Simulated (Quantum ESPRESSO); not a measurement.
# Au (Fm-3m) in Quantum ESPRESSO: notebook

The runs below take Au through single point, equation of state, with r2SCAN.

All numbers are computed with Quantum ESPRESSO 7.5; they aren't measurements. Logs are shortened: lines on timing, memory, paths and dates and some standing lists are left out, and cuts for length are marked.

**What was measured.**

From “Exploring toroidal anvil profiles for larger sample volumes above 4 Mbar”, 2024, pmc:11102561, for a bulk crystal of Au: bulk modulus 167 GPa.

The results are compared with them further down.

## Step 1: The structure

The structure is cubic, space group Fm-3m (No. 225). Conventional cell: a = 4.070 Å, b = 4.070 Å, c = 4.070 Å, α = 90.00°, β = 90.00°, γ = 90.00°. Au (site symmetry m-3m) has 12 Au at 2.88 Å as nearest neighbours.

## Step 2: Single point, r2SCAN, 15.84 Å³/atom

pw.in

```
&CONTROL
  calculation = 'scf'
  prefix = 'pwscf'
  outdir = './tmp'
  pseudo_dir = './pseudo'
  tprnfor = .true.
  tstress = .true.
  disk_io = 'nowf'
/
&SYSTEM
  ibrav = 0
  nat = 1
  ntyp = 1
  ecutwfc = 70
  nbnd = 16
  input_dft = 'r2scan'
  occupations = 'smearing'
  smearing = 'fd'
  degauss = 0.00367493
  nosym = .true.
  nr1 = 32
  nr2 = 32
  nr3 = 32
/
&ELECTRONS
  conv_thr = 1d-08
  electron_maxstep = 120
  mixing_beta = 0.5
/
ATOMIC_SPECIES
Au   196.9666 Au_ONCV_PBE-1.2.upf
CELL_PARAMETERS angstrom
   0.0000000000    1.9934577312    1.9934577312
   1.9934577312    0.0000000000    1.9934577312
   1.9934577312    1.9934577312    0.0000000000
ATOMIC_POSITIONS crystal
Au     0.0000000000    0.0000000000    0.0000000000
K_POINTS automatic
8 8 8 0 0 0
```

Potentials or basis: SG15 PBE 1.2.

Launch:

```
> OMP_NUM_THREADS=1 mpirun -n 2 pw.x -nk 2 -in pw.in > pw.out
```

pw.out:

```text
This program is part of the open-source Quantum ESPRESSO suite
     for quantum simulation of materials; please cite
         "P. Giannozzi et al., J. Phys.:Condens. Matter 21 395502 (2009);
         "P. Giannozzi et al., J. Phys.:Condens. Matter 29 465901 (2017);
         "P. Giannozzi et al., J. Chem. Phys. 152 154105 (2020);
     in publications or presentations arising from this work. More details at

     IMPORTANT: XC functional enforced from input :
     Exchange-correlation= R2SCAN
                           (   0   0   0   0   0 497 498)
     Any further DFT definition will be discarded
     Please, verify this is what you really want

     K-points division:     npool     =       2
     Subspace diagonalization in iterative solution of the eigenvalue problem:
     a serial algorithm will be used

     G-vector sticks info
     --------------------
     sticks:   dense  smooth     PW     G-vecs:    dense   smooth      PW
     Sum         547     547    187                 8393     8393    1639

     Using Slab Decomposition

     bravais-lattice index     =            0
     lattice parameter (alat)  =       5.3275  a.u.
     unit-cell volume          =     106.9172 (a.u.)^3
     number of atoms/cell      =            1
     number of atomic types    =            1
     number of electrons       =        19.00
     number of Kohn-Sham states=           16
     kinetic-energy cutoff     =      70.0000  Ry
     charge density cutoff     =     280.0000  Ry
     scf convergence threshold =      1.0E-08
     mixing beta               =       0.5000
     number of iterations used =            8  plain     mixing
     Exchange-correlation= R2SCAN
                           (   0   0   0   0   0 497 498)

     celldm(1)=   5.327469  celldm(2)=   0.000000  celldm(3)=   0.000000
     celldm(4)=   0.000000  celldm(5)=   0.000000  celldm(6)=   0.000000

     crystal axes: (cart. coord. in units of alat)
               a(1) = (   0.000000   0.707107   0.707107 )
               a(2) = (   0.707107   0.000000   0.707107 )
               a(3) = (   0.707107   0.707107   0.000000 )

     reciprocal axes: (cart. coord. in units 2 pi/alat)
               b(1) = ( -0.707107  0.707107  0.707107 )
               b(2) = (  0.707107 -0.707107  0.707107 )
               b(3) = (  0.707107  0.707107 -0.707107 )

     PseudoPot. # 1 for Au read from file:
     Au_ONCV_PBE-1.2.upf
     Pseudo is Norm-conserving, Zval = 19.0
     Generated using ONCVPSP code by D. R. Hamann
     Using radial grid of  602 points,  8 beta functions with:
                l(1) =   0
                l(2) =   0
                l(3) =   1
                l(4) =   1
                l(5) =   2
                l(6) =   2
                l(7) =   3
                l(8) =   3

     atomic species   valence    mass     pseudopotential
     Au               19.00   196.96660     Au( 1.00)

     No symmetry found

   Cartesian axes

     site n.     atom                  positions (alat units)
         1        Au     tau(   1) = (   0.0000000   0.0000000   0.0000000  )

     number of k points=   260  Fermi-Dirac smearing, width (Ry)=  0.0037

     Number of k-points >= 100: set verbosity='high' to print them.

     Dense  grid:     8393 G-vectors     FFT dimensions: (  32,  32,  32)

     WARNING: libxc functional with ID  497 depends
      on external parameters: check the user_guide of
      QE if you need to modify them or to check their
      default values.

     WARNING: libxc functional with ID  498 depends
      on external parameters: check the user_guide of
      QE if you need to modify them or to check their
      default values.

     Initial potential from superposition of free atoms

     starting charge      18.9775, renormalised to      19.0000
     Starting wfcs are random

     Self-consistent Calculation

     iteration #  1     ecut=    70.00 Ry     beta= 0.50
     Davidson diagonalization with overlap
     ethr =  1.00E-02,  avg # of iterations =  7.8

     total energy              =    -274.68253556 Ry
     estimated scf accuracy    <      12.90458629 Ry

     iteration #  2     ecut=    70.00 Ry     beta= 0.50
     Davidson diagonalization with overlap
     ethr =  1.00E-02,  avg # of iterations =  1.0

     total energy              =    -274.72324065 Ry
     estimated scf accuracy    <       3.26053564 Ry

     iteration #  3     ecut=    70.00 Ry     beta= 0.50
     Davidson diagonalization with overlap
     ethr =  1.00E-02,  avg # of iterations =  1.0

     total energy              =    -274.72396275 Ry
     estimated scf accuracy    <       0.00070460 Ry

     iteration #  4     ecut=    70.00 Ry     beta= 0.50
     Davidson diagonalization with overlap
     ethr =  3.71E-06,  avg # of iterations =  5.5

     total energy              =    -274.72399765 Ry
     estimated scf accuracy    <       0.00017340 Ry

     iteration #  5     ecut=    70.00 Ry     beta= 0.50
     Davidson diagonalization with overlap
     ethr =  9.13E-07,  avg # of iterations =  1.0

     total energy              =    -274.72399969 Ry
     estimated scf accuracy    <       0.00002272 Ry

     iteration #  6     ecut=    70.00 Ry     beta= 0.50
     Davidson diagonalization with overlap
     ethr =  1.20E-07,  avg # of iterations =  1.0

     total energy              =    -274.72399987 Ry
     estimated scf accuracy    <       0.00000006 Ry

     iteration #  7     ecut=    70.00 Ry     beta= 0.50
     Davidson diagonalization with overlap
     ethr =  3.15E-10,  avg # of iterations =  2.4

     total energy              =    -274.72399989 Ry
     estimated scf accuracy    <       0.00000016 Ry

     iteration #  8     ecut=    70.00 Ry     beta= 0.50
     Davidson diagonalization with overlap
     ethr =  3.15E-10,  avg # of iterations =  1.0

     End of self-consistent calculation

     Number of k-points >= 100: set verbosity='high' to print the bands.

     the Fermi energy is    22.5809 ev

!    total energy              =    -274.72399989 Ry
     estimated scf accuracy    <          1.8E-09 Ry
     smearing contrib. (-TS)   =      -0.00034592 Ry
     internal energy E=F+TS    =    -274.72365397 Ry

     The total energy is F=E-TS. E is the sum of the following terms:
     one-electron contribution =     -79.75395159 Ry
     hartree contribution      =      50.22025244 Ry
     xc contribution           =     -25.50638196 Ry
     ewald contribution        =    -219.68357285 Ry

     convergence has been achieved in   8 iterations

     Forces acting on atoms (cartesian axes, Ry/au):

     atom    1 type  1   force =     0.00000000    0.00000000    0.00000000

     Total force =     0.000000     Total SCF correction =     0.000007

     Computing stress (Cartesian axis) and pressure

          total   stress  (Ry/bohr**3)                   (kbar)     P=      217.52
   0.00147869  -0.00000001  -0.00000000          217.52       -0.00       -0.00
  -0.00000001   0.00147869  -0.00000000           -0.00      217.52       -0.00
  -0.00000000  -0.00000000   0.00147869           -0.00       -0.00      217.52

=------------------------------------------------------------------------------=
   JOB DONE.
=------------------------------------------------------------------------------=
```

It took 79 s on 2 MPI ranks of Arm Neoverse V1, shared host; peak memory 0.18 GiB.

Results:

- Free energy: -3737.8104 eV
- Pressure: 21.8 GPa
- Band gap on the k mesh: none (metal or under the smearing width)

Caveat: the k mesh is coarse; the potentials were made for another functional, which shifts forces and pressure.

## Step 3: Single point, r2SCAN, 16.18 Å³/atom

pw.in, as its differences from that of step 2:

```diff
@@ -32,5 +32,5 @@
 CELL_PARAMETERS angstrom
-   0.0000000000    1.9934577312    1.9934577312
-   1.9934577312    0.0000000000    1.9934577312
-   1.9934577312    1.9934577312    0.0000000000
+   0.0000000000    2.0074966285    2.0074966285
+   2.0074966285    0.0000000000    2.0074966285
+   2.0074966285    2.0074966285    0.0000000000
 ATOMIC_POSITIONS crystal
```

Potentials or basis: SG15 PBE 1.2.

Launch:

```
> OMP_NUM_THREADS=1 mpirun -n 2 pw.x -nk 2 -in pw.in > pw.out
```

Wall time 81 s (2 MPI ranks of Arm Neoverse V1, shared host); peak memory 0.18 GiB.

The run converged. Its results:

| Property | Result |
| --- | --- |
| Free energy | -3737.8506 eV |
| Pressure | 16.3 GPa |
| Band gap on the k mesh | none (metal or under the smearing width) |

Caveat: the k mesh is coarse; the potentials were made for another functional, which shifts forces and pressure.

## Step 4: Single point, r2SCAN, 16.52 Å³/atom

pw.in, as its differences from that of step 3:

```diff
@@ -32,5 +32,5 @@
 CELL_PARAMETERS angstrom
-   0.0000000000    2.0074966285    2.0074966285
-   2.0074966285    0.0000000000    2.0074966285
-   2.0074966285    2.0074966285    0.0000000000
+   0.0000000000    2.0213418704    2.0213418704
+   2.0213418704    0.0000000000    2.0213418704
+   2.0213418704    2.0213418704    0.0000000000
 ATOMIC_POSITIONS crystal
```

Launch:

```
> OMP_NUM_THREADS=1 mpirun -n 2 pw.x -nk 2 -in pw.in > pw.out
```

It took 81 s on 2 MPI ranks of Arm Neoverse V1, shared host; peak memory 0.18 GiB.

It converged, with:

```yaml
Free_energy: -3737.8799 eV
Pressure: 11.5 GPa
Band_gap_on_the_k_mesh: none (metal or under the smearing width)
```

Caveat: the k mesh is coarse; the potentials were made for another functional, which shifts forces and pressure.

## Step 5: Single point, r2SCAN, 16.85 Å³/atom

pw.in, as its differences from that of step 4:

```diff
@@ -32,5 +32,5 @@
 CELL_PARAMETERS angstrom
-   0.0000000000    2.0213418704    2.0213418704
-   2.0213418704    0.0000000000    2.0213418704
-   2.0213418704    2.0213418704    0.0000000000
+   0.0000000000    2.0350000000    2.0350000000
+   2.0350000000    0.0000000000    2.0350000000
+   2.0350000000    2.0350000000    0.0000000000
 ATOMIC_POSITIONS crystal
```

Launch:

```
> OMP_NUM_THREADS=1 mpirun -n 2 pw.x -nk 2 -in pw.in > pw.out
```

Wall time 79 s (2 MPI ranks of Arm Neoverse V1, shared host); peak memory 0.18 GiB.

The run converged. Its results:

- Free energy: -3737.8998 eV
- Pressure: 7.3 GPa
- Band gap on the k mesh: none (metal or under the smearing width)

Caveat: the k mesh is coarse; the potentials were made for another functional, which shifts forces and pressure.

## Step 6: Single point, r2SCAN, 17.19 Å³/atom

pw.in, as its differences from that of step 5:

```diff
@@ -32,5 +32,5 @@
 CELL_PARAMETERS angstrom
-   0.0000000000    2.0350000000    2.0350000000
-   2.0350000000    0.0000000000    2.0350000000
-   2.0350000000    2.0350000000    0.0000000000
+   0.0000000000    2.0484772140    2.0484772140
+   2.0484772140    0.0000000000    2.0484772140
+   2.0484772140    2.0484772140    0.0000000000
 ATOMIC_POSITIONS crystal
```

Potentials or basis: SG15 PBE 1.2.

Launch:

```
> OMP_NUM_THREADS=1 mpirun -n 2 pw.x -nk 2 -in pw.in > pw.out
```

Wall time 79 s (2 MPI ranks of Arm Neoverse V1, shared host); peak memory 0.18 GiB.

Results (log left out):

```
Free energy            : -3737.9113 eV
Pressure               : 3.6 GPa
Band gap on the k mesh : none (metal or under the smearing width)
```

Caveat: the k mesh is coarse; the potentials were made for another functional, which shifts forces and pressure.

## Step 7: Single point, r2SCAN, 17.53 Å³/atom

pw.in, as its differences from that of step 6:

```diff
@@ -32,5 +32,5 @@
 CELL_PARAMETERS angstrom
-   0.0000000000    2.0484772140    2.0484772140
-   2.0484772140    0.0000000000    2.0484772140
-   2.0484772140    2.0484772140    0.0000000000
+   0.0000000000    2.0617793868    2.0617793868
+   2.0617793868    0.0000000000    2.0617793868
+   2.0617793868    2.0617793868    0.0000000000
 ATOMIC_POSITIONS crystal
```

Launch:

```
> OMP_NUM_THREADS=1 mpirun -n 2 pw.x -nk 2 -in pw.in > pw.out
```

Wall time 81 s (2 MPI ranks of Arm Neoverse V1, shared host); peak memory 0.18 GiB.

Results (log left out):

- Free energy: -3737.9156 eV
- Pressure: 0.3 GPa
- Band gap on the k mesh: none (metal or under the smearing width)

Caveat: the k mesh is coarse; the potentials were made for another functional, which shifts forces and pressure.

## Step 8: Single point, r2SCAN, 17.87 Å³/atom

pw.in, as its differences from that of step 7:

```diff
@@ -32,5 +32,5 @@
 CELL_PARAMETERS angstrom
-   0.0000000000    2.0617793868    2.0617793868
-   2.0617793868    0.0000000000    2.0617793868
-   2.0617793868    2.0617793868    0.0000000000
+   0.0000000000    2.0749120936    2.0749120936
+   2.0749120936    0.0000000000    2.0749120936
+   2.0749120936    2.0749120936    0.0000000000
 ATOMIC_POSITIONS crystal
```

Launch:

```
> OMP_NUM_THREADS=1 mpirun -n 2 pw.x -nk 2 -in pw.in > pw.out
```

Run time: 80 s. Hardware: 2 MPI ranks of Arm Neoverse V1, shared host; peak memory 0.18 GiB.

It converged, with:

| Property | Result |
| --- | --- |
| Free energy | -3737.9134 eV |
| Pressure | -2.5 GPa |
| Band gap on the k mesh | none (metal or under the smearing width) |

Caveat: the k mesh is coarse; the potentials were made for another functional, which shifts forces and pressure.

## Step 9: Equation of state, r2SCAN

Potentials or basis: SG15 PBE 1.2.

No new run: the results of the series are fitted here.

What came out:

| Quantity | Value |
| --- | --- |
| Equilibrium volume | 17.57 Å³/atom |
| Bulk modulus | 156 GPa |
| Pressure derivative of the bulk modulus | 5.8 |

Energy against volume, from the lowest point:
```csv
volume (Å³/atom),energy (meV/atom)
15.843,105.13
16.181,65.00
16.518,35.63
16.855,15.76
17.192,4.22
17.529,0.00
17.866,2.20
```

Caveat: the k mesh is coarse; the potentials were made for another functional, which shifts forces and pressure. Spin-orbit coupling is left out, which matters for the levels of Au.

## Step 10: Against experiment

Step 9. A measured bulk modulus of Au is 167 GPa (quoted in “Exploring toroidal anvil profiles for larger sample volumes above 4 Mbar”, 2024, pmc:11102561); the calculated 156 GPa misses it by -6.4 %. The fit is for a static lattice scaled at fixed shape and fixed fractional positions.
